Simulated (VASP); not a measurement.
**Li: single point with PBEsol**

Li:

```
Li
1.0
    -1.71221    1.71221    1.71221
     1.71221   -1.71221    1.71221
     1.71221    1.71221   -1.71221
Li
1
Direct
  0.00000 0.00000 0.00000
```

- Program: VASP 6.6.1
- Task: single point
- Functional: PBEsol
- Potentials or basis: VASP PAW PBE potentials, release 64 (Li_sv)
- Cutoff: 520 eV
- k mesh: 16 × 16 × 16
- Occupations: gaussian, width 0.1 eV
- Spin: non-collinear spin, zero start, spin-orbit coupling
- Starting moments: [[0.0, 0.0, 0.0]] μB

| Item | Value |
| --- | --- |
| Net moment | 0.00 μB per cell |
| Valence electrons inside the program's atomic spheres | Li 2.08 |

Moments on the atoms (μB; x, y, z):
```
Li  0.00 0.00 0.00
```

It took 35 s on 1 thread of Intel(R) Xeon(R) Platinum 8259CL CPU @ 2.50GHz (Skylake/Cascade Lake) (shared host), peak memory 0.2 GiB.
